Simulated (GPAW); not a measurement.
# CsPbCl3 (Pm-3m) in GPAW: further runs

The runs below take CsPbCl3 through relaxation of cell and atoms, with PBEsol.

Everything below comes from runs of GPAW 26.7.0. Logs are shortened: lines on timing, memory, paths and dates and some standing lists are left out, and cuts for length are marked. The log counts tension as positive stress, the text compression.

## Step 1: The crystal as given

Symmetry: Pm-3m, No. 221, cubic system. Conventional cell: a = 5.605 Å, b = 5.605 Å, c = 5.605 Å, α = 90.00°, β = 90.00°, γ = 90.00°. Around Pb (site symmetry m-3m) lie 6 Cl at 2.80 Å. Around Cs (site symmetry m-3m) lie 12 Cl at 3.96 Å. Around Cl (site symmetry 4/mmm) lie 2 Pb at 2.80 Å.

## Step 2: Relaxation of cell and atoms, PBEsol, target pressure 10 GPa, at which the enthalpy is minimised

Input file run.py:

```python
from ase import Atoms
from ase.filters import FrechetCellFilter
from ase.io import write
from ase.optimize import BFGS
from ase.units import GPa
from gpaw import GPAW, PW, setup_paths

setup_paths.insert(0, '.')

atoms = Atoms(['Pb', 'Cs', 'Cl', 'Cl', 'Cl'],
              cell=[[5.605, 0.0, 0.0],
                    [0.0, 5.605, 0.0],
                    [0.0, 0.0, 5.605]],
              scaled_positions=[[0.5, 0.5, 0.5],
                                [0.0, 0.0, 0.0],
                                [0.5, 0.0, 0.5],
                                [0.0, 0.5, 0.5],
                                [0.5, 0.5, 0.0]],
              pbc=True)

calc = GPAW(mode=PW(600),
            xc='PBEsol',
            kpts={'size': (5, 5, 5), 'gamma': True},
            occupations={'name': 'fermi-dirac', 'width': 0.05},
            nbands=37,
            convergence={'density': 1e-05, 'forces': 0.0001},
            maxiter=150,
            txt='gpaw.txt')
atoms.calc = calc
opt = BFGS(FrechetCellFilter(atoms, scalar_pressure=10 * GPa), trajectory='relax.traj', logfile='-')
done = opt.run(fmax=0.02, steps=60)
calc.write('gs.gpw')
write('result.traj', atoms)
print('Converged:', done)
print('Cell:', atoms.cell.cellpar().round(4))
print('Volume:', round(atoms.get_volume(), 4))
print(atoms.get_scaled_positions().round(5))
```

Potentials or basis: PAW data sets generated in the run's folder for this functional, pw.

Run with:

```sh
$ gpaw-setup -f PBEsol Cl Cs Pb
$ OMP_NUM_THREADS=1 python run.py
```

gpaw.txt:

```text
__  _  _
 | _ |_)|_||  |
 |__||  | ||/\| - 26.7.0

Input parameters:
  mode=PW(ecut=600.0),
  convergence={'density': 1e-05, 'forces': 0.0001},
  kpts=MonkhorstPack(size=(5, 5, 5), gamma=True),
  maxiter=150,
  nbands=37,
  occupations=Occupations(name='fermi-dirac', width=0.05),
  xc=XC(name='PBEsol')

Diagonalizing LCAO Hamiltonian
Converting LCAO to pw mode
    .-------------.
   /|             |
  / |             |
 *  |             |
 |  |             |
 | Cl    Pb       |
 |  |   Cl        |
 |  .-------------.
 | /     Cl      /
 |/             /
 Cs------------*

Atoms  # Å, Bohr magnetons
|   | symbol |        x |        y |        z |    initial magnetic moments |
|---|--------|----------|----------|----------|-----------------------------|
| 0 |     Pb | 2.802500 | 2.802500 | 2.802500 | ( 0.0000,  0.0000,  0.0000) |
| 1 |     Cs | 0.000000 | 0.000000 | 0.000000 | ( 0.0000,  0.0000,  0.0000) |
| 2 |     Cl | 2.802500 | 0.000000 | 2.802500 | ( 0.0000,  0.0000,  0.0000) |
| 3 |     Cl | 0.000000 | 2.802500 | 2.802500 | ( 0.0000,  0.0000,  0.0000) |
| 4 |     Cl | 2.802500 | 2.802500 | 0.000000 | ( 0.0000,  0.0000,  0.0000) |

Unit cell  # Å
| periodic |        x |        y |        z |  lengths |    angles |
|----------|----------|----------|----------|----------|-----------|
|      yes | 5.605000 | 0.000000 | 0.000000 | 5.605000 | 90.000000 |
|      yes | 0.000000 | 5.605000 | 0.000000 | 5.605000 | 90.000000 |
|      yes | 0.000000 | 0.000000 | 5.605000 | 5.605000 | 90.000000 |

Number of symmetries: 48
Symmetry operations  # r_c * U_cc + t_c -> r_c
|    | kind |            matrix            |
|----|------|------------------------------|
|  0 |  E   |  1, 0, 0,  0, 1, 0,  0, 0, 1 |
|  1 |  σ   |  1, 0, 0,  0, 1, 0,  0, 0,-1 |
|  2 |  σ   |  1, 0, 0,  0, 0, 1,  0, 1, 0 |
|  3 |  C4  |  1, 0, 0,  0, 0, 1,  0,-1, 0 |
|  4 |  C4  |  1, 0, 0,  0, 0,-1,  0, 1, 0 |
|  5 |  σ   |  1, 0, 0,  0, 0,-1,  0,-1, 0 |
|  6 |  σ   |  1, 0, 0,  0,-1, 0,  0, 0, 1 |
|  7 |  C2  |  1, 0, 0,  0,-1, 0,  0, 0,-1 |
|  8 |  σ   |  0, 1, 0,  1, 0, 0,  0, 0, 1 |
|  9 |  C2  |  0, 1, 0,  1, 0, 0,  0, 0,-1 |
| 10 |  C3  |  0, 1, 0,  0, 0, 1,  1, 0, 0 |
| 11 |  S6  |  0, 1, 0,  0, 0, 1, -1, 0, 0 |
| 12 |  S6  |  0, 1, 0,  0, 0,-1,  1, 0, 0 |
| 13 |  C3  |  0, 1, 0,  0, 0,-1, -1, 0, 0 |
[... 252 lines left out ...]
Stress tensor  # eV/Ang^3
|         x |         y |         z |
|-----------|-----------|-----------|
| -0.000099 |  0.000000 |  0.000000 |
|  0.000000 | -0.000099 |  0.000000 |
|  0.000000 |  0.000000 | -0.000099 |

Forces  # eV/Ang
|        x |        y |       z |
|----------|----------|---------|
| -0.00000 | -0.00000 | 0.00000 |  # Pb   0
|  0.00000 |  0.00000 | 0.00000 |  # Cs   1
|  0.00000 |  0.00000 | 0.00000 |  # Cl   2
|  0.00000 |  0.00000 | 0.00000 |  # Cl   3
|  0.00000 | -0.00000 | 0.00000 |  # Cl   4

Interpolating wave functions to new cell
    .-------------.
   /|             |
  / |             |
 *  |             |
 |  |             |
 | Cl    Pb       |
 |  |   Cl        |
 |  .-------------.
 | /     Cl      /
 |/             /
 Cs------------*

Atoms  # Å, Bohr magnetons
|   | symbol |        x |        y |        z |    initial magnetic moments |
|---|--------|----------|----------|----------|-----------------------------|
| 0 |     Pb | 2.784982 | 2.784982 | 2.784982 | ( 0.0000,  0.0000,  0.0000) |
| 1 |     Cs | 0.000000 | 0.000000 | 0.000000 | ( 0.0000,  0.0000,  0.0000) |
| 2 |     Cl | 2.784982 | 0.000000 | 2.784982 | ( 0.0000,  0.0000,  0.0000) |
| 3 |     Cl | 0.000000 | 2.784982 | 2.784982 | ( 0.0000,  0.0000,  0.0000) |
| 4 |     Cl | 2.784982 | 2.784982 | 0.000000 | ( 0.0000,  0.0000,  0.0000) |

Unit cell  # Å
| periodic |        x |        y |        z |  lengths |    angles |
|----------|----------|----------|----------|----------|-----------|
|      yes | 5.569965 | 0.000000 | 0.000000 | 5.569965 | 90.000000 |
|      yes | 0.000000 | 5.569965 | 0.000000 | 5.569965 | 90.000000 |
|      yes | 0.000000 | 0.000000 | 5.569965 | 5.569965 | 90.000000 |

Number of symmetries: 48
Symmetry operations  # r_c * U_cc + t_c -> r_c
|    | kind |            matrix            |
|----|------|------------------------------|
|  0 |  E   |  1, 0, 0,  0, 1, 0,  0, 0, 1 |
|  1 |  σ   |  1, 0, 0,  0, 1, 0,  0, 0,-1 |
|  2 |  σ   |  1, 0, 0,  0, 0, 1,  0, 1, 0 |
|  3 |  C4  |  1, 0, 0,  0, 0, 1,  0,-1, 0 |
|  4 |  C4  |  1, 0, 0,  0, 0,-1,  0, 1, 0 |
|  5 |  σ   |  1, 0, 0,  0, 0,-1,  0,-1, 0 |
|  6 |  σ   |  1, 0, 0,  0,-1, 0,  0, 0, 1 |
|  7 |  C2  |  1, 0, 0,  0,-1, 0,  0, 0,-1 |
|  8 |  σ   |  0, 1, 0,  1, 0, 0,  0, 0, 1 |
|  9 |  C2  |  0, 1, 0,  1, 0, 0,  0, 0,-1 |
| 10 |  C3  |  0, 1, 0,  0, 0, 1,  1, 0, 0 |
| 11 |  S6  |  0, 1, 0,  0, 0, 1, -1, 0, 0 |
| 12 |  S6  |  0, 1, 0,  0, 0,-1,  1, 0, 0 |
| 13 |  C3  |  0, 1, 0,  0, 0,-1, -1, 0, 0 |
[... 269 lines left out ...]
         Cl    Pb
             Cl

               Cl
       Cs

Atoms  # Å, Bohr magnetons
|   | symbol |         x |         y |         z |    initial magnetic moments |
|---|--------|-----------|-----------|-----------|-----------------------------|
| 0 |     Pb |  2.675782 |  2.675782 |  2.675782 | ( 0.0000,  0.0000,  0.0000) |
| 1 |     Cs |  0.000000 |  0.000000 | -0.000000 | ( 0.0000,  0.0000,  0.0000) |
| 2 |     Cl |  2.675782 | -0.000000 |  2.675782 | ( 0.0000,  0.0000,  0.0000) |
| 3 |     Cl | -0.000000 |  2.675782 |  2.675782 | ( 0.0000,  0.0000,  0.0000) |
| 4 |     Cl |  2.675782 |  2.675782 | -0.000000 | ( 0.0000,  0.0000,  0.0000) |

Unit cell  # Å
| periodic |         x |         y |        z |  lengths |    angles |
|----------|-----------|-----------|----------|----------|-----------|
|      yes |  5.351563 | -0.000000 | 0.000000 | 5.351563 | 90.000000 |
|      yes | -0.000000 |  5.351563 | 0.000000 | 5.351563 | 90.000000 |
|      yes |  0.000000 | -0.000000 | 5.351563 | 5.351563 | 90.000000 |
[... 289 lines left out ...]
         Cl    Pb
             Cl

               Cl
       Cs

Atoms  # Å, Bohr magnetons
|   | symbol |        x |         y |         z |    initial magnetic moments |
|---|--------|----------|-----------|-----------|-----------------------------|
| 0 |     Pb | 2.578599 |  2.578599 |  2.578599 | ( 0.0000,  0.0000,  0.0000) |
| 1 |     Cs | 0.000000 |  0.000000 | -0.000000 | ( 0.0000,  0.0000,  0.0000) |
| 2 |     Cl | 2.578599 | -0.000000 |  2.578599 | ( 0.0000,  0.0000,  0.0000) |
| 3 |     Cl | 0.000000 |  2.578599 |  2.578599 | ( 0.0000,  0.0000,  0.0000) |
| 4 |     Cl | 2.578599 |  2.578599 |  0.000000 | ( 0.0000,  0.0000,  0.0000) |

Unit cell  # Å
| periodic |         x |         y |        z |  lengths |    angles |
|----------|-----------|-----------|----------|----------|-----------|
|      yes |  5.157198 | -0.000000 | 0.000000 | 5.157198 | 90.000000 |
|      yes |  0.000000 |  5.157198 | 0.000000 | 5.157198 | 90.000000 |
|      yes | -0.000000 | -0.000000 | 5.157198 | 5.157198 | 90.000000 |
[... 289 lines left out ...]
         Cl    Pb
             Cl

               Cl
       Cs

Atoms  # Å, Bohr magnetons
|   | symbol |        x |         y |         z |    initial magnetic moments |
|---|--------|----------|-----------|-----------|-----------------------------|
| 0 |     Pb | 2.595749 |  2.595749 |  2.595749 | ( 0.0000,  0.0000,  0.0000) |
| 1 |     Cs | 0.000000 |  0.000000 | -0.000000 | ( 0.0000,  0.0000,  0.0000) |
| 2 |     Cl | 2.595749 | -0.000000 |  2.595749 | ( 0.0000,  0.0000,  0.0000) |
| 3 |     Cl | 0.000000 |  2.595749 |  2.595749 | ( 0.0000,  0.0000,  0.0000) |
| 4 |     Cl | 2.595749 |  2.595749 |  0.000000 | ( 0.0000,  0.0000,  0.0000) |

Unit cell  # Å
| periodic |         x |         y |        z |  lengths |    angles |
|----------|-----------|-----------|----------|----------|-----------|
|      yes |  5.191499 | -0.000000 | 0.000000 | 5.191499 | 90.000000 |
|      yes |  0.000000 |  5.191499 | 0.000000 | 5.191499 | 90.000000 |
|      yes | -0.000000 |  0.000000 | 5.191499 | 5.191499 | 90.000000 |
[... 277 lines left out ...]
Forces  # eV/Ang
|        x |        y |        z |
|----------|----------|----------|
|  0.00000 |  0.00000 |  0.00000 |  # Pb   0
|  0.00000 |  0.00000 |  0.00000 |  # Cs   1
| -0.00000 |  0.00000 | -0.00000 |  # Cl   2
|  0.00000 | -0.00000 | -0.00000 |  # Cl   3
|  0.00000 | -0.00000 |  0.00000 |  # Cl   4

# Writing to gs.gpw (mode='')
```

Run time: 3 min. Hardware: 1 thread of Arm Neoverse V1, shared host; peak memory 0.28 GiB.

What came out:

```yaml
Free_energy: -17.6056 eV
Relaxed_volume: 27.98 Å³/atom
Relaxed_cell: a = 5.191 Å, b = 5.191 Å, c = 5.191 Å, α = 90.00°, β = 90.00°, γ = 90.00°
Space_group_after_relaxing_to_0.05_Å: Pm-3m (No. 221)
Energy_change_on_relaxing_the_enthalpy_is_what_falls: +184.2 meV/atom
Ionic_steps: 5
Pressure_after_relaxing: 9.9 GPa
Band_gap_on_the_k_mesh: 2.15 eV, direct
```

Step by step:
```csv
step,energy change (eV),largest force (eV/Å),pressure (GPa),volume (Å³)
1,0.0000,0.0000,0.02,176.09
2,0.0066,0.0000,0.51,172.81
3,0.3153,0.0000,4.86,153.26
4,1.1043,0.0000,11.25,137.16
5,0.9212,0.0000,9.90,139.92
```

Final structure:
```
Pb Cs Cl
1.0
     5.19150    0.00000    0.00000
     0.00000    5.19150    0.00000
     0.00000    0.00000    5.19150
Pb Cs Cl
1 1 3
Direct
  0.50000 0.50000 0.50000
  0.00000 0.00000 0.00000
  0.50000 0.00000 0.50000
  0.00000 0.50000 0.50000
  0.50000 0.50000 0.00000
```

Levels at points of the mesh, in eV from the valence-band top:
```
           k point  band 20  band 21  band 22  band 23  band 24  band 25
(0.00, 0.00, 0.00)    -3.44    -3.44    -3.44     2.87     3.21     3.21
```

Caveat: later steps reuse the first step's grids; the volume moved by over 15 % at a fixed basis, so the end points are rough; spin-orbit coupling is left out, which as a rule narrows the gap of such compounds by several tenths of an eV; an odd mesh through Γ misses points on the zone boundary, where band edges often lie. PBEsol gaps usually lie below the measured ones, often by a third to a half.

## Step 3: Relaxation of cell and atoms, PBEsol, target pressure 20 GPa, at which the enthalpy is minimised

Changes to run.py since step 2:

```diff
@@ -29,3 +29,3 @@
 atoms.calc = calc
-opt = BFGS(FrechetCellFilter(atoms, scalar_pressure=10 * GPa), trajectory='relax.traj', logfile='-')
+opt = BFGS(FrechetCellFilter(atoms, scalar_pressure=20 * GPa), trajectory='relax.traj', logfile='-')
 done = opt.run(fmax=0.02, steps=60)
```

Potentials or basis: PAW data sets generated in the run's folder for this functional, pw.

Run with:

```sh
$ gpaw-setup -f PBEsol Cl Cs Pb
$ OMP_NUM_THREADS=1 python run.py
```

gpaw.txt:

```text
__  _  _
 | _ |_)|_||  |
 |__||  | ||/\| - 26.7.0

Input parameters:
  mode=PW(ecut=600.0),
  convergence={'density': 1e-05, 'forces': 0.0001},
  kpts=MonkhorstPack(size=(5, 5, 5), gamma=True),
  maxiter=150,
  nbands=37,
  occupations=Occupations(name='fermi-dirac', width=0.05),
  xc=XC(name='PBEsol')

Diagonalizing LCAO Hamiltonian
Converting LCAO to pw mode
    .-------------.
   /|             |
  / |             |
 *  |             |
 |  |             |
 | Cl    Pb       |
 |  |   Cl        |
 |  .-------------.
 | /     Cl      /
[... 344 lines left out ...]
|  6 |  σ   |  1, 0, 0,  0,-1, 0,  0, 0, 1 |
|  7 |  C2  |  1, 0, 0,  0,-1, 0,  0, 0,-1 |
|  8 |  σ   |  0, 1, 0,  1, 0, 0,  0, 0, 1 |
[... 280 lines left out ...]
Atoms  # Å, Bohr magnetons
|   | symbol |         x |         y |         z |    initial magnetic moments |
|---|--------|-----------|-----------|-----------|-----------------------------|
| 0 |     Pb |  2.659030 |  2.659030 |  2.659030 | ( 0.0000,  0.0000,  0.0000) |
| 1 |     Cs | -0.000000 | -0.000000 | -0.000000 | ( 0.0000,  0.0000,  0.0000) |
| 2 |     Cl |  2.659030 |  0.000000 |  2.659030 | ( 0.0000,  0.0000,  0.0000) |
| 3 |     Cl |  0.000000 |  2.659030 |  2.659030 | ( 0.0000,  0.0000,  0.0000) |
| 4 |     Cl |  2.659030 |  2.659030 |  0.000000 | ( 0.0000,  0.0000,  0.0000) |

Unit cell  # Å
| periodic |        x |         y |         z |  lengths |    angles |
|----------|----------|-----------|-----------|----------|-----------|
|      yes | 5.318059 | -0.000000 |  0.000000 | 5.318059 | 90.000000 |
|      yes | 0.000000 |  5.318059 | -0.000000 | 5.318059 | 90.000000 |
|      yes | 0.000000 |  0.000000 |  5.318059 | 5.318059 | 90.000000 |

Number of symmetries: 48
Symmetry operations  # r_c * U_cc + t_c -> r_c
|    | kind |            matrix            |
|----|------|------------------------------|
|  0 |  E   |  1, 0, 0,  0, 1, 0,  0, 0, 1 |
|  1 |  σ   |  1, 0, 0,  0, 1, 0,  0, 0,-1 |
|  2 |  σ   |  1, 0, 0,  0, 0, 1,  0, 1, 0 |
|  3 |  C4  |  1, 0, 0,  0, 0, 1,  0,-1, 0 |
|  4 |  C4  |  1, 0, 0,  0, 0,-1,  0, 1, 0 |
|  5 |  σ   |  1, 0, 0,  0, 0,-1,  0,-1, 0 |
|  6 |  σ   |  1, 0, 0,  0,-1, 0,  0, 0, 1 |
|  7 |  C2  |  1, 0, 0,  0,-1, 0,  0, 0,-1 |
|  8 |  σ   |  0, 1, 0,  1, 0, 0,  0, 0, 1 |
[... 1192 lines left out ...]
Forces  # eV/Ang
|        x |        y |        z |
|----------|----------|----------|
|  0.00000 |  0.00000 | -0.00000 |  # Pb   0
| -0.00000 |  0.00000 | -0.00000 |  # Cs   1
|  0.00000 | -0.00000 | -0.00000 |  # Cl   2
| -0.00000 |  0.00000 |  0.00000 |  # Cl   3
| -0.00000 |  0.00000 | -0.00000 |  # Cl   4

# Writing to gs.gpw (mode='')
```

Wall time 3.5 min (1 thread of Arm Neoverse V1, shared host); peak memory 0.28 GiB.

What came out:

```yaml
Free_energy: -16.1477 eV
Relaxed_volume: 24.77 Å³/atom
Relaxed_cell: a = 4.985 Å, b = 4.985 Å, c = 4.985 Å, α = 90.00°, β = 90.00°, γ = 90.00°
Space_group_after_relaxing_to_0.05_Å: Pm-3m (No. 221)
Energy_change_on_relaxing_the_enthalpy_is_what_falls: +475.8 meV/atom
Ionic_steps: 6
Pressure_after_relaxing: 19.9 GPa
Band_gap_on_the_k_mesh: 1.77 eV, direct
```

The path:
```tsv
step	energy change (eV)	largest force (eV/Å)	pressure (GPa)	volume (Å³)
1	0.0000	0.0000	0.02	176.09
2	0.0237	0.0000	1.06	169.58
3	0.4115	0.0000	5.76	150.40
4	1.3948	0.0000	13.32	133.40
5	2.5585	0.0000	21.11	122.46
6	2.3791	0.0000	19.94	123.86
```

Final structure:
```
Pb Cs Cl
1.0
     4.98475    0.00000    0.00000
     0.00000    4.98475    0.00000
     0.00000    0.00000    4.98475
Pb Cs Cl
1 1 3
Cartesian
  2.4924 2.4924 2.4924
  0.0000 0.0000 0.0000
  2.4924 0.0000 2.4924
  0.0000 2.4924 2.4924
  2.4924 2.4924 0.0000
```

Levels at points of the mesh, in eV from the valence-band top:
```tsv
k point	band 20	band 21	band 22	band 23	band 24	band 25
(0.00, 0.00, 0.00)	-4.23	-4.23	-4.23	2.29	2.29	2.45
```

Caveat: later steps reuse the first step's grids; the volume moved by over 15 % at a fixed basis, so the end points are rough; spin-orbit coupling is left out, which as a rule narrows the gap of such compounds by several tenths of an eV; an odd mesh through Γ misses points on the zone boundary, where band edges often lie.

## Step 4: Relaxation of cell and atoms, PBEsol, target pressure 30 GPa, at which the enthalpy is minimised

Changes to run.py since step 3:

```diff
@@ -29,3 +29,3 @@
 atoms.calc = calc
-opt = BFGS(FrechetCellFilter(atoms, scalar_pressure=20 * GPa), trajectory='relax.traj', logfile='-')
+opt = BFGS(FrechetCellFilter(atoms, scalar_pressure=30 * GPa), trajectory='relax.traj', logfile='-')
 done = opt.run(fmax=0.02, steps=60)
```

Run with:

```sh
$ gpaw-setup -f PBEsol Cl Cs Pb
$ OMP_NUM_THREADS=1 python run.py
```

Run time: 3.9 min. Hardware: 1 thread of Arm Neoverse V1, shared host; peak memory 0.28 GiB.

It converged, with:

- Free energy: -14.5796 eV
- Relaxed volume: 22.74 Å³/atom
- Relaxed cell: a = 4.845 Å, b = 4.845 Å, c = 4.845 Å, α = 90.00°, β = 90.00°, γ = 90.00°
- Space group after relaxing (to 0.05 Å): Pm-3m (No. 221)
- Energy change on relaxing (the enthalpy is what falls): +789.4 meV/atom
- Ionic steps: 7
- Pressure after relaxing: 30.0 GPa
- Band gap on the k mesh: 1.54 eV, direct

Step by step:
| step | energy change (eV) | largest force (eV/Å) | pressure (GPa) | volume (Å³) |
| --- | --- | --- | --- | --- |
| 1 | 0.0000 | 0.0000 | 0.02 | 176.09 |
| 2 | 0.0517 | 0.0000 | 1.65 | 166.42 |
| 3 | 0.5219 | 0.0000 | 6.73 | 147.60 |
| 4 | 1.6148 | 0.0000 | 14.84 | 130.91 |
| 5 | 3.5180 | 0.0000 | 27.27 | 116.10 |
| 6 | 3.9889 | 0.0000 | 30.26 | 113.49 |
| 7 | 3.9472 | 0.0000 | 30.00 | 113.71 |

Final structure:
```yaml
crystal:
  lattice:
    - [4.84469, 0.00000, 0.00000]
    - [0.00000, 4.84469, 0.00000]
    - [0.00000, 0.00000, 4.84469]
  atoms:
    - { symbol: Pb, position: [0.50000, 0.50000, 0.50000] }
    - { symbol: Cs, position: [0.00000, 0.00000, 0.00000] }
    - { symbol: Cl, position: [0.50000, 0.00000, 0.50000] }
    - { symbol: Cl, position: [0.00000, 0.50000, 0.50000] }
    - { symbol: Cl, position: [0.50000, 0.50000, 0.00000] }
```

Levels at points of the mesh, in eV from the valence-band top:
| k point | band 20 | band 21 | band 22 | band 23 | band 24 | band 25 |
| --- | --- | --- | --- | --- | --- | --- |
| (0.00, 0.00, 0.00) | -4.72 | -4.72 | -4.72 | 1.67 | 1.67 | 2.26 |

Caveat: later steps reuse the first step's grids; the volume moved by over 15 % at a fixed basis, so the end points are rough; spin-orbit coupling is left out, which as a rule narrows the gap of such compounds by several tenths of an eV; an odd mesh through Γ misses points on the zone boundary, where band edges often lie. As with any semilocal functional, this PBEsol gap is likely too small.

## Step 5: Summary

```csv
cell,target pressure,gap on the mesh (eV),pressure (GPa)
relaxed to 10 GPa,10 GPa,2.15,9.9
relaxed to 20 GPa,20 GPa,1.77,19.9
relaxed to 30 GPa,30 GPa,1.54,30.0
```

Alike in all rows: task relaxation of cell and atoms; level PBEsol; potentials or basis PAW data sets generated in the run's folder for this functional, pw; no spin polarisation; k mesh 5 × 5 × 5; cutoff (eV) 600; smearing fermi-dirac 0.05 eV.

Caveats: later steps reuse the first step's grids; the volume moved by over 15 % at a fixed basis, so the end points are rough; spin-orbit coupling is left out, which as a rule narrows the gap of such compounds by several tenths of an eV; an odd mesh through Γ misses points on the zone boundary, where band edges often lie.

Total energies depend on the potentials used, so only differences within one code and one set of settings carry meaning.
